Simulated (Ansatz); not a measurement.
Deforming InSe

```xyz
4
Lattice="2.0000 1.1547 8.3167 -2.0000 1.1547 8.3167 0.0000 -2.3094 8.3167" Properties=species:S:1:pos:R:3 pbc="T T T"
In    0.0000    0.0000    0.0000
In    0.0000    0.0000    2.7994
Se    0.0000    0.0000   15.3567
Se    0.0000    0.0000   20.7085
```

Atom numbers follow the list: In1, In2, Se3, Se4.

Conventional cell: a = 4.000 Å, b = 4.000 Å, c = 24.950 Å, α = 90.00°, β = 90.00°, γ = 120.00°. Around In (atom 1) lie 3 Se at 2.64 Å and 1 In at 2.80 Å. In (atom 2) has 3 Se at 2.64 Å and 1 In at 2.80 Å as nearest neighbours. Around Se (atom 3) lie 3 In at 2.64 Å. Se (atom 4) has 3 In at 2.64 Å as nearest neighbours.

The cell is COD entry 1534648, which may be a prediction rather than a measurement; nothing was relaxed.

Spin–orbit coupling is left out, though it moves levels of the heavy atoms by tenths of an eV or more.

All numbers below come from DFT, PBE, all-electron PAW with datasets made for the crystal, scalar-relativistic in Ansatz 0.2.0.

Sampling and basis: a Γ-centred 7×7×7 k mesh, Fermi–Dirac smearing of 0.01 eV, cutoff 240 eV (chosen by the program for this cell), no spin polarisation.

The unchanged cell is at 2.91 GPa.

x, y and z are the Cartesian axes of the cell as listed; fractional coordinates follow a strain, and an engineering shear is twice the off-diagonal strain component.

One change gave: energy change +1 meV/atom; stress change (xx, yy, zz, yz, xz, xy) 0.00, 0.03, 0.01, -0.38, -0.39, -0.36 GPa, compression positive; change of the force on Se4 (-0.119, -0.073, 0.005) eV/Å; gap on the k mesh 0.75 → 0.74 eV. Which change was it?
A. equal xy, yz and zx engineering shear strains of +2 %
B. equal xy, yz and zx engineering shear strains of +3 %
C. equal xy, yz and zx engineering shear strains of -1 %
D. equal xy, yz and zx engineering shear strains of -2 %
E. equal xy, yz and zx engineering shear strains of -3 %
F. equal xy, yz and zx engineering shear strains of +1 %

F. For equal xy, yz and zx engineering shear strains of -3 %: energy change +10 meV/atom; stress change (xx, yy, zz, yz, xz, xy) 0.22, 0.12, 0.11, 1.18, 1.24, 1.12 GPa, compression positive; change of the force on Se4 (0.406, 0.248, 0.043) eV/Å; gap on the k mesh 0.75 → 0.72 eV. For equal xy, yz and zx engineering shear strains of -1 %: energy change +1 meV/atom; stress change (xx, yy, zz, yz, xz, xy) 0.03, 0.00, 0.01, 0.38, 0.40, 0.36 GPa, compression positive; change of the force on Se4 (0.127, 0.078, 0.005) eV/Å; gap on the k mesh 0.75 → 0.74 eV. For equal xy, yz and zx engineering shear strains of +2 %: energy change +4 meV/atom; stress change (xx, yy, zz, yz, xz, xy) 0.04, 0.10, 0.05, -0.74, -0.77, -0.71 GPa, compression positive; change of the force on Se4 (-0.231, -0.142, 0.018) eV/Å; gap on the k mesh 0.75 → 0.73 eV. For equal xy, yz and zx engineering shear strains of -2 %: energy change +4 meV/atom; stress change (xx, yy, zz, yz, xz, xy) 0.10, 0.04, 0.05, 0.78, 0.81, 0.74 GPa, compression positive; change of the force on Se4 (0.262, 0.160, 0.019) eV/Å; gap on the k mesh 0.75 → 0.73 eV. For equal xy, yz and zx engineering shear strains of +3 %: energy change +9 meV/atom; stress change (xx, yy, zz, yz, xz, xy) 0.11, 0.20, 0.11, -1.10, -1.14, -1.05 GPa, compression positive; change of the force on Se4 (-0.337, -0.206, 0.041) eV/Å; gap on the k mesh 0.75 → 0.72 eV.
